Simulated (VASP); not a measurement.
A run of VASP 6.6.1 is set up as follows.

The input INCAR:

```
PREC = Accurate
ENCUT = 520
EDIFF = 1E-7
ISMEAR = 0
SIGMA = 0.02
LREAL = F
LASPH = T
NELM = 100
ALGO = Fast
ISIF = 2
LWAVE = F
LCHARG = F
LDIPOL = T
IDIPOL = 3
DIPOL = 0.5 0.5 0.500
GGA = PE
IVDW = 12
NBANDS = 31
```

KPOINTS

```
regular mesh
0
Gamma
  12 12 1
```

The input POSCAR:

```
PtSe2
1.0
    3.7348273025      0.0000000000      0.0000000000
   -1.8674136513      3.2344553227      0.0000000000
    0.0000000000      0.0000000000     40.7681142339
Se Pt
4 2
Direct
    0.6666666667      0.3333333333      0.4069486179
    0.3333333333      0.6666666667      0.4709655466
    0.6666666667      0.3333333333      0.5290344534
    0.3333333333      0.6666666667      0.5930513821
    0.0000000000      0.0000000000      0.4393531540
    0.0000000000      0.0000000000      0.5606468460
```

Potentials or basis: VASP PAW PBE potentials, release 64 (Se, Pt).

Run with:

```sh
$ cat potpaw_PBE.64/Se/POTCAR potpaw_PBE.64/Pt/POTCAR > POTCAR
$ mpirun -np 1 vasp_std > vasp.out
```

(1) Predict the dispersion energy per atom.

(2) What does it give for the largest force?

(3) What does it give for the band gap on the k mesh?

Answers

(1) -0.385 eV.

(2) 0.004 eV/Å.

(3) 0.24 eV, indirect (least direct gap 0.93 eV).

Caveat: spin-orbit coupling is left out, which moves the levels of the heavy elements.
